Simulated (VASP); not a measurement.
Cl:

```xyz
4
Lattice="3.1450 -2.2500 0.0000 3.1450 2.2500 0.0000 0.0000 0.0000 8.2100" Properties=species:S:1:pos:R:3 pbc="T T T"
Cl    3.1450    0.5850    3.2840
Cl    3.1450    1.6650    7.3890
Cl    3.1450   -0.5850    4.9260
Cl    3.1450   -1.6650    0.8210
```

Base run:

```yaml
Program: VASP 6.6.1
Functional: PBE0
Potentials_or_basis: VASP PAW PBE potentials, release 64 (Cl)
Cutoff: 520 eV
k_mesh: 6 × 6 × 2
Occupations: gaussian, width 0.02 eV
Spin: no spin polarisation
```

Its results: band gap on the k mesh 4.93 eV, indirect (least direct gap 5.02 eV); pressure -1.0 GPa; largest force 0.856 eV/Å.

Problem. After a change of settings the same cell gave: band gap on the k mesh 5.77 eV, indirect (least direct gap 5.87 eV); pressure -2.1 GPa; largest force 1.058 eV/Å. Which change was it?
A. functional from PBE0 to HSE03
B. functional from PBE0 to HSE06
C. functional from PBE0 to r2SCAN-EpsX

Solution. C.

Caveats: the PAW data sets were made with another functional, which shifts forces and pressure a little.
